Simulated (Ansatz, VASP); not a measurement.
This is a calculation of NiO for VASP 6.6.1. 

The input INCAR:

```
PREC = Accurate
ENCUT = 520
EDIFF = 1E-7
ISMEAR = 0
SIGMA = 0.018000000000000002
LREAL = False
LASPH = True
NELM = 120
ALGO = Fast
ISIF = 2
LWAVE = False
LCHARG = False
ISPIN = 2
MAGMOM = 1 0
LORBIT = 11
LMAXMIX = 4
GGA = PE
NBANDS = 19
```

The input KPOINTS:

```
Automatic mesh
0
Gamma
  11 11 11
```

File POSCAR:

```
NiO
1.0
    0.0000000000      2.0859016414      2.0859016414
    2.0859016414      0.0000000000      2.0859016414
    2.0859016414      2.0859016414      0.0000000000
Ni O
1 1
Direct
    0.0000000000      0.0000000000      0.0000000000
    0.5000000000      0.5000000000      0.5000000000
```

Potentials or basis: VASP PAW PBE potentials, release 64 (Ni, O).

Command:

```console
$ cat potpaw_PBE.64/Ni/POTCAR potpaw_PBE.64/O/POTCAR > POTCAR
$ mpirun -np 1 vasp_std > vasp.out
```

Task: What does the same run look like in Ansatz 0.2.0? Potentials or basis there: all-electron LAPW, scalar-relativistic.

Result: As run (cutoffs and basis follow the program's own potentials, and thresholds, step limits or extra output files can differ):

input.yaml

```yaml
crystal:
  lattice:
    - [0.0, 2.0859016414, 2.0859016414]
    - [2.0859016414, 0.0, 2.0859016414]
    - [2.0859016414, 2.0859016414, 0.0]
  atoms:
    - { symbol: Ni, position: [0.0, 0.0, 0.0], spin: 1.0 }
    - { symbol: O, position: [0.5, 0.5, 0.5] }
kpoints:
  mp_grid: { grid: [11, 11, 11] }
scf:
  occupations: { method: gaussian, width: 0.018 }
hamiltonian:
  xc: pbe
  pseudopotentials: { kind: all_electron, lapw: { basis_error: 0.001 } }
magnetization:
  spin_polarized: true
output:
  forces: true
  stress: true
  eigenvalues: true
```

Potentials or basis: all-electron LAPW, scalar-relativistic.

The run is started by

```sh
$ ansatz run input.yaml --threads 2 --pin off --max-ram 6144MiB --backend cpu --events-out ev --progress --plain --runs-dir out
```

Both were run:

|  | VASP | Ansatz |
| --- | --- | --- |
| Pressure | 6.1 GPa | 6.6 GPa |
| Net moment | 1.78 μB per cell | 1.82 μB per cell |

Where Ansatz's input types no cutoff or centring, it takes its own default and a Γ-centred mesh.

The magnetic state is the one that the start led to; the real crystal's order can differ.

Pressure is positive in compression.
